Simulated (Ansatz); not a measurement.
Ge:

```
Ge
1.0
    -2.57449    2.57449    1.39741
     2.57449   -2.57449    1.39741
     2.57449    2.57449   -1.39741
Ge
2
Direct
  0.50000 0.50000 0.00000
  0.25000 0.75000 0.50000
```

This isn't the form of Ge at room conditions, which is diamond.

| Quantity | Value |
| --- | --- |
| Program | Ansatz 0.2.0 |
| Task | relaxation of cell and atoms |
| Functional | HSEsol |
| Potentials or basis | Ansatz PAW |
| Cutoff | 420 eV (not typed: the program's choice for these potentials) |
| k mesh | 6 × 6 × 6 |
| Occupations | fermi-dirac, width 0.05 eV |
| Spin | no spin polarisation |

At the start: volume 18.52 Å³/atom.

**Question.** Where does the relaxation end?

**Answer.** It ends after 5 steps and the volume is 17.96 Å³/atom (-3.1 %); space group I4_1/amd (No. 141, to 0.05 Å).

The path:
```tsv
step	energy change (eV)	largest force (eV/Å)	volume (Å³)
1	0.0000	0.0000	37.05
2	-0.0094	0.0000	35.60
3	-0.0100	0.0000	35.93
4	-0.0100	0.0000	35.91
5	-0.0097	0.0000	35.91
```

Final structure:
```xyz
2
Lattice="-2.5576 2.5576 1.3726 2.5576 -2.5576 1.3726 2.5576 2.5576 -1.3726" Properties=species:S:1:pos:R:3 pbc="T T T"
Ge    0.0000    0.0000    1.3726
Ge    2.5576    0.0000    0.6863
```

Caveat: the k mesh is coarse (spacing up to 0.43 Å⁻¹), so the values aren't converged, least of all with exact exchange; the plane-wave basis is chosen anew once the cell has moved, so the energies of steps on either side of that aren't comparable; the PAW data sets come from PBE, with cores solved anew for the run's functional, which leaves a small shift of forces and pressure.
